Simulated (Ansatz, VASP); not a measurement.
This is a calculation of MgS for VASP 6.6.1.

INCAR

```
SYSTEM = MgS
PREC = Accurate
ENCUT = 520
EDIFF = 1E-7
ISMEAR = -1
SIGMA = 0.05
LREAL = .False.
LASPH = .True.
NELM = 100
ALGO = Normal
ISIF = 2
LWAVE = .False.
LCHARG = .False.
GGA = PE
NBANDS = 16
```

The input KPOINTS:

```
Automatic mesh
0
Gamma
  8 8 4
  0 0 0
```

The input POSCAR:

```
MgS
1.0
    4.1137527396      0.0000000000      0.0000000000
   -2.0568763698      3.5626143774      0.0000000000
    0.0000000000      0.0000000000      6.5584496235
S Mg
2 2
Direct
    0.6666666667      0.3333333333      0.8792441500
    0.3333333333      0.6666666667      0.3792441500
    0.3333333333      0.6666666667      0.9957548500
    0.6666666667      0.3333333333      0.4957548500
```

Potentials or basis: VASP PAW PBE potentials, release 64 (S, Mg).

Launch:

```sh
$ cat potpaw_PBE.64/S/POTCAR potpaw_PBE.64/Mg/POTCAR > POTCAR
$ mpirun -np 1 vasp_std > vasp.out
```

**Question.** Set up the same calculation for Ansatz 0.2.0. Potentials there: Ansatz PAW.

**Answer.** As run (the cutoff follows the program's own potentials):

input.yaml

```yaml
crystal:
  lattice:
    - [4.1137527396, 0.0, 0.0]
    - [-2.0568763698, 3.5626143774, 0.0]
    - [0.0, 0.0, 6.5584496235]
  atoms:
    - { symbol: S, position: [0.6666666667, 0.3333333333, 0.87924415] }
    - { symbol: S, position: [0.3333333333, 0.6666666667, 0.37924415] }
    - { symbol: Mg, position: [0.3333333333, 0.6666666667, 0.99575485] }
    - { symbol: Mg, position: [0.6666666667, 0.3333333333, 0.49575485] }
hamiltonian:
  xc: pbe
  pseudopotentials: { kind: paw }
kpoints:
  mp_grid: { grid: [8, 8, 4] }
scf:
  occupations: { method: fermi_dirac, width: 0.05 }
output:
  forces: true
  stress: true
  eigenvalues: true
```

Potentials or basis: Ansatz PAW.

Command:

```bash
$ ansatz run input.yaml --threads 2 --pin off --max-ram 5120MiB --backend cpu --events-out ev --progress --plain --runs-dir out
```

Both were run:

|  | VASP | Ansatz | Ansatz less VASP |
| --- | --- | --- | --- |
| gap on the k mesh at the Fermi level (eV) | 3.15 | 3.16 | +0.009 |
| least direct gap on the mesh (eV) | 3.15 | 3.16 | +0.009 |
| pressure (GPa) | -2.2 | -2.0 | +0.15 |
| rms of the force components (eV/Å) | 0.031 | 0.031 | -0.0004 |

Atom by atom the forces differ by 0.000 eV/Å (rms over components). With one functional, cell and mesh, what is left measures potentials, basis and numerics. The two sets of potentials don't hold the same shells in valence.
